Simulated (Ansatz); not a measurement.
Crystal: ZrH.

```
Zr H
1.0
    -1.64391    1.64391    2.50440
     1.64391   -1.64391    2.50440
     1.64391    1.64391   -2.50440
Zr H
1 1
Direct
  0.00000 0.00000 0.00000
  0.75000 0.25000 0.50000
```

The cell comes from a database or a generator and needn't be the stable form of this composition.

Base run:

```yaml
Program: Ansatz 0.2.0
Functional: LDA
Potentials_or_basis: Ansatz PAW
Cutoff: 420 eV
Density_cutoff: 1680 eV
k_mesh: 11 × 11 × 11
Occupations: fermi-dirac, width 0.05 eV
Spin: no spin polarisation
Hubbard_terms: Zr d U = 6 eV
```

Its results: band gap on the k mesh none (metal or under the smearing width); pressure -0.6 GPa.

Problem. The run is repeated on the same cell with these changes: hubbard terms from Zr d U = 6 eV to Zr d U = 1 eV. What comes out?

Solution. Band gap on the k mesh none (metal or under the smearing width); pressure -5.8 GPa.

Caveats: U without spin polarisation on a metal has little footing; the PAW data sets come from PBE, with cores solved anew for the run's functional, which leaves a small shift of forces and pressure; the U is typed as a test and isn't derived for this compound.

Not every run made on this cell is shown here.
